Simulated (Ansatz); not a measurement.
**Ti (Titanium): how the settings move a single-point run**

Question: which choices in the input matter for Ti (Titanium)?

Program: Ansatz 0.2.0. Level of theory: reference: DFT, PBE, PAW with Ansatz's default frozen-core files, scalar-relativistic. These are calculated values, not measurements.

## Step 1: The structure to begin with

The structure is hexagonal, space group P6_3/mmc (No. 194). Conventional cell: a = 2.950 Å, b = 2.950 Å, c = 4.680 Å, α = 90.00°, β = 90.00°, γ = 120.00°. Ti (site symmetry -6m2) is surrounded by 12 Ti at 2.89 to 2.95 Å.

Structure file:

```
CELL_PARAMETERS angstrom
2.95000 0.00000 0.00000
-1.47500 2.55477 0.00000
0.00000 0.00000 4.68000
ATOMIC_POSITIONS crystal
Ti 0.33333 0.66667 0.25000
Ti 0.66667 0.33333 0.75000
```

## Step 2: Baseline

input.yaml

```yaml
crystal:
  lattice:
    - [2.95, 0.0, 0.0]
    - [-1.475, 2.5547749412, 0.0]
    - [0.0, 0.0, 4.68]
  atoms:
    - { symbol: Ti, position: [0.3333333333, 0.6666666667, 0.25], spin: 1.0 }
    - { symbol: Ti, position: [0.6666666667, 0.3333333333, 0.75], spin: 1.0 }
magnetization:
  spin_polarized: true
kpoints:
  mp_grid: { grid: [13, 13, 7] }
scf:
  occupations: { method: fermi_dirac, width: 0.05 }
  lower_state_search: "off"
hamiltonian:
  xc: pbe
  pseudopotentials: { kind: paw }
output:
  forces: true
  stress: true
  eigenvalues: true
  populations: true
  dos: { projected: true, de: 0.1, e_range: [-8, 5] }
  write_density: true
  write_potential: true
  elf: true
  volumetric_format: npy
```

On the command line:

```sh
> ansatz run input.yaml --threads 1 --pin off --max-ram 3072MiB --backend cpu --events-out ev --progress --plain --runs-dir out
```

## Step 3: Changed: lower_state_search light

Changes to input.yaml since step 2:

```diff
@@ -14,3 +14,3 @@
   occupations: { method: fermi_dirac, width: 0.05 }
-  lower_state_search: "off"
+  lower_state_search: light
 hamiltonian:
@@ -22,4 +22,2 @@
   eigenvalues: true
-  populations: true
-  dos: { projected: true, de: 0.1, e_range: [-8, 5] }
   write_density: true
```

Q: Predict the outcome of this session. Wanted: for each run, ending; energy change; pressure; gap; force.

**Answer**, as computed:

```csv
run,ending,energy change,pressure (GPa),gap (eV),force (eV/Å),cycles,time
reference,converged,0,-1.5,0.00,0.00,16,21 s
1: lower_state_search light,converged,0.0 meV/atom,-1.5,0.00,0.00,10,14 s
```

Times don't compare one to one where runs were asked for different outputs or read a saved state (see the inputs); cycles may leave out searches for a lower state.

Residual by cycle in the longest SCF loop of each run; runs are numbered as in the table. The quantity is the density residual dr2, in eV.

```csv
cycle,reference,run 1
1,1.17,1.3
2,0.46,0.518
4,0.00385,4.3e-4
5,7.2e-5,7.5e-5
6,4.7e-6,8.8e-7
8,3.9e-6,7.9e-10
9,4.5e-6,2.1e-11
11,7.3e-6,-
12,1.4e-5,-
13,4.5e-8,-
15,4.4e-11,-
16,4.1e-12,-
```

What this shows: The changed input (search for lower states) leaves the energy the same to the digits printed.
